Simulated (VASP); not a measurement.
Input of a VASP 6.6.1 run:

The input INCAR:

```
  PREC = Accurate
  ENCUT = 520
  EDIFF = 1E-6
  ISMEAR = 0
  SIGMA = 0.1
  LREAL = F
  LASPH = T
  NELM = 100
  ALGO = Normal
  ISIF = 2
  LWAVE = F
  LCHARG = F
  LDIPOL = T
  IDIPOL = 3
  DIPOL = 0.5 0.5 0.294
  GGA = PE
  NBANDS = 8
```

Contents of KPOINTS:

```
Automatic mesh
0
Gamma
  8 8 1
```

The input POSCAR:

```
Li
1.0
    2.8552943088      0.0000000000      0.0000000000
    0.0000000000      2.8552943088      0.0000000000
    0.0000000000      0.0000000000     23.8000000000
Li
1
Direct
    0.5000000000      0.5000000000      0.2941176471
```

Potentials or basis: VASP PAW PBE potentials, release 64 (Li_sv).

Launch:

```console
$ cat potpaw_PBE.64/Li_sv/POTCAR > POTCAR
$ mpirun -np 1 vasp_std > vasp.out
```

Task: Estimate the band gap on the k mesh.

Result: None (metal or under the smearing width).
